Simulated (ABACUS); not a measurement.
A run of ABACUS 3.10.1:

File INPUT:

```
INPUT_PARAMETERS
suffix              TaN
calculation         scf
basis_type          lcao
pseudo_dir          ./
orbital_dir         ./
symmetry            1
dft_functional      pbe
ecutwfc             100
pseudo_rcut         10
nspin               1
nbands              13
ks_solver           genelpa
smearing_method     fd
smearing_sigma      0.00367493
scf_thr             1e-07
scf_nmax            100
mixing_type         broyden
mixing_beta         0.7
cal_force           1
cal_stress          1
out_mul             1
```

STRU

```
ATOMIC_SPECIES
Ta 180.9479 Ta.upf
N 14.0070 N.upf

NUMERICAL_ORBITAL
Ta_confined-atom_7au_4s3p3d1f.orb
N_confined-atom_6au_3s3p2d1f.orb

LATTICE_CONSTANT
1.8897261246

LATTICE_VECTORS
2.9380000000 0.0000000000 0.0000000000
-1.4690000000 2.5443826363 0.0000000000
0.0000000000 0.0000000000 2.8830000000

ATOMIC_POSITIONS
Direct

Ta
0.0
1
0.0000000000 0.0000000000 0.5000000000 1 1 1

N
0.0
1
0.6666666667 0.3333333333 0.0000000000 1 1 1
```

KPT

```
K_POINTS
0
Gamma
10 10 9 0 0 0
```

Potentials or basis: PseudoDojo NC SR 0.4.1 PBE standard, TZDP LCAO (the cutoffs set its grid).

The run is started by

```sh
$ OMP_NUM_THREADS=1 mpirun -np 4 abacus > log
```

Hardware: 4 MPI ranks on Intel(R) Xeon(R) CPU @ 2.80GHz (Skylake/Cascade Lake), on a shared host.

Question: Estimate the wall time of this run.

Answer: Run time: 14 s on 4 MPI ranks on Intel(R) Xeon(R) CPU @ 2.80GHz (Skylake/Cascade Lake), on a shared host, peak memory 0.48 GiB a rank. Counts: scf iterations 10, k points 70, bands 13, basis 64, ranks 4.
